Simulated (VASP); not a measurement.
A run of VASP 6.6.1:

File INCAR:

```
PREC     = Accurate       # precision mode
ENCUT    = 520            # plane-wave cutoff, eV
EDIFF    = 1E-7           # SCF threshold, eV
ISMEAR   = 0              # smearing method
SIGMA    = 0.1            # smearing width, eV
LREAL    = F              # projectors in reciprocal space
LASPH    = T              # aspherical terms in the spheres
NELM     = 120            # most SCF steps
ALGO     = Normal         # electronic algorithm
ISIF     = 3              # what is computed and relaxed
LWAVE    = F              # write WAVECAR
LCHARG   = F              # write CHGCAR
ISPIN    = 2              # spin polarisation
MAGMOM   = 3 3            # initial moments
LORBIT   = 11             # projections on sites
LMAXMIX  = 4              # l up to which the mixer works
GGA      = PE             # functional
IBRION   = 2              # ionic algorithm
NSW      = 60             # ionic steps
EDIFFG   = -0.005         # ionic threshold
POTIM    = 0.3            # step
```

Contents of KPOINTS:

```
regular mesh
0
Gamma
  18 18 10
```

The input POSCAR:

```
Cr                                      
1.0
    2.4825463887     -0.0000000000     -0.0000000000
   -1.2412731944      2.1499482418     -0.0000000000
   -0.0000000000     -0.0000000000      4.4558755865
  Cr            
     2
Direct
     0.3333333300000021    0.6666666699999979    0.2500000000000000
     0.6666666699999979    0.3333333300000021    0.7500000000000000
```

Potentials or basis: VASP PAW PBE potentials, release 64 (Cr_pv).

The run is started by

```sh
$ cat potpaw_PBE.64/Cr_pv/POTCAR > POTCAR
$ mpirun -np 1 vasp_std > vasp.out
```

Hardware: 1 thread of Intel(R) Xeon(R) Platinum 8259CL CPU @ 2.50GHz (Skylake/Cascade Lake), with other jobs on the host.

Q: How long does it take, and how much memory?

A: Wall time 3.1 min on 1 thread of Intel(R) Xeon(R) Platinum 8259CL CPU @ 2.50GHz (Skylake/Cascade Lake), on a shared host, peak memory 0.25 GiB. Counts: scf iterations 17, k points 222, ion steps 1.
